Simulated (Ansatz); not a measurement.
## KBr (rocksalt): gap against strain (uniaxial along x, other directions held)

Rocksalt KBr, relaxed with r2SCAN in the PAW code Ansatz, then strained (uniaxial along x, other directions held; changes of length per length, axes as in the cell below) with the atoms relaxed again within the symmetry that is left. The symmetry is Fm-3m (No. 225, cubic); conventional cell a = 6.604 Å, 36.01 Å³ an atom. K has 6 Br at 3.30 Å; Br has 6 K at 3.30 Å. No spin polarisation and no zero-point or thermal motion.

```
K Br
1.0
     0.00000    3.30225    3.30225
     3.30225    0.00000    3.30225
     3.30225    3.30225    0.00000
K Br
1 1
Direct
  0.00000 0.00000 0.00000
  0.50000 0.50000 0.50000
```

Gaps are the least over each mesh (PBE 6×6×6, r2SCAN 6×6×6, HSE06 4×4×4 when unstrained) and the special points, which keep their unstrained names; stress is the change from the unstrained cell, compression positive.

| strain (%) | gap, PBE (eV) | gap, r2SCAN (eV) | gap, HSE06 (eV) | edges, HSE06 | stress along the strain, r2SCAN (GPa) | energy rise, r2SCAN (meV/atom) |
| --- | --- | --- | --- | --- | --- | --- |
| -3.0 | 4.497 | 5.141 | 5.673 | Γ | +1.45 | 4.8 |
| -2.46 | 4.486 | 5.129 | 5.660 | Γ | +1.14 | 3.2 |
| -1.33 | 4.461 | 5.103 | 5.631 | Γ | +0.57 | 0.9 |
| 0.0 | 4.430 | 5.071 | 5.596 | Γ | 0.00 | 0.0 |
| +1.0 | 4.402 | 5.041 | 5.566 | Γ | -0.36 | 0.3 |
| +4.52 | 4.308 | 4.940 | 5.465 | Γ | -1.28 | 6.9 |

Between zero and the nearest strains the slope of the HSE06 gap against strain is -0.026 eV per percent for negative and -0.030 for positive strain.

The runs are scalar-relativistic, without spin-orbit coupling.

The meshes of the hybrids are coarse, so their gaps aren't converged to the digits shown.
